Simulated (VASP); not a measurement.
Crystal: CuO.

```xyz
4
Lattice="0.0000 2.5526 2.5526 2.5526 0.0000 2.5526 2.5526 2.5526 0.0000" Properties=species:S:1:pos:R:3 pbc="T T T"
Cu    0.0000    0.0000    0.0000
Cu    2.5526    2.5526    2.5526
O     1.2763    1.2763    1.2763
O     3.8288    3.8288    3.8288
```

Measurements of this composition are mostly on another form, of space group No. 15.

Base run:

* Program: VASP 6.6.1
* Functional: r2SCAN
* Potentials or basis: VASP PAW PBE potentials, release 64 (Cu, O)
* Cutoff: 520 eV
* k mesh: 6 × 6 × 6
* Occupations: gaussian, width 0.05 eV
* Spin: collinear spin, antiferromagnetic start
* Starting moments: [0.6, -0.6, 0.0, 0.0] μB
* Hubbard terms: Cu d U = 7 eV

Its results: band gap on the k mesh none (metal or under the smearing width); pressure 6.0 GPa; net moment 0.00 μB per cell.

Question: The run is repeated on the same cell with these changes: hubbard terms from Cu d U = 7 eV to Cu d U = 4 eV. What comes out?

Answer: Band gap on the k mesh none (metal or under the smearing width); pressure 8.9 GPa; net moment 0.00 μB per cell.

Caveats: the PAW data sets were made with another functional, which shifts forces and pressure a little.

Not every run made on this cell is shown here.
